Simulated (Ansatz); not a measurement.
Set up this calculation in Ansatz 0.2.0, as the native input.

- Task: single point
- Functional: HSE06
- Potentials or basis: Ansatz PAW
- Cutoff: 420 eV (not typed: the program's choice for these potentials)
- k mesh: 4 × 4 × 4
- Occupations: fermi-dirac, width 0.05 eV
- Spin: no spin polarisation

Crystal: BaTiO3.

```
Ba Ti O
1.0
     3.99980    0.00000    0.00000
     0.00000    3.99980    0.00000
     0.00000    0.00000    4.01800
Ba Ti O
1 1 3
Direct
  0.00000 0.00000 0.00000
  0.50000 0.50000 0.49000
  0.00000 0.50000 0.51700
  0.50000 0.00000 0.51700
  0.50000 0.50000 0.01900
```

One way to write it, as run:

input.yaml

```yaml
crystal:
  lattice:
    - [3.9998, 0.0, 0.0]
    - [0.0, 3.9998, 0.0]
    - [0.0, 0.0, 4.018]
  atoms:
    - { symbol: Ba, position: [0.0, 0.0, 0.0] }
    - { symbol: Ti, position: [0.5, 0.5, 0.49] }
    - { symbol: O, position: [0.0, 0.5, 0.517] }
    - { symbol: O, position: [0.5, 0.0, 0.517] }
    - { symbol: O, position: [0.5, 0.5, 0.019] }
hamiltonian:
  xc: hse06
  pseudopotentials: { kind: paw }
kpoints:
  mp_grid: { grid: [4, 4, 4] }
scf:
  occupations: { method: fermi_dirac, width: 0.05 }
output:
  forces: true
  stress: true
  eigenvalues: true
  write_density: true
  write_potential: true
  elf: true
  volumetric_format: npy
```

Potentials or basis: Ansatz PAW.

The run is started by

```console
$ ansatz run input.yaml --threads 2 --pin off --max-ram 5632MiB --backend cpu --events-out ev --progress --plain --runs-dir out
```

Results of the run:

```yaml
Pressure: -3.0 GPa
Largest_force: 0.579 eV/Å
Band_gap_on_the_k_mesh: 3.24 eV, indirect (least direct gap 3.47 eV)
```

Caveat: the pressure holds a Pulay correction of +0.4 GPa for the finite cutoff; spin-orbit coupling is left out, which moves the levels of the heavy elements; the PAW data sets come from PBE, with cores solved anew for the run's functional, which leaves a small shift of forces and pressure; the thresholds are loose for stress.

It took 38 s on 2 threads of Arm Neoverse V1 (shared host), peak memory 1.4 GiB.
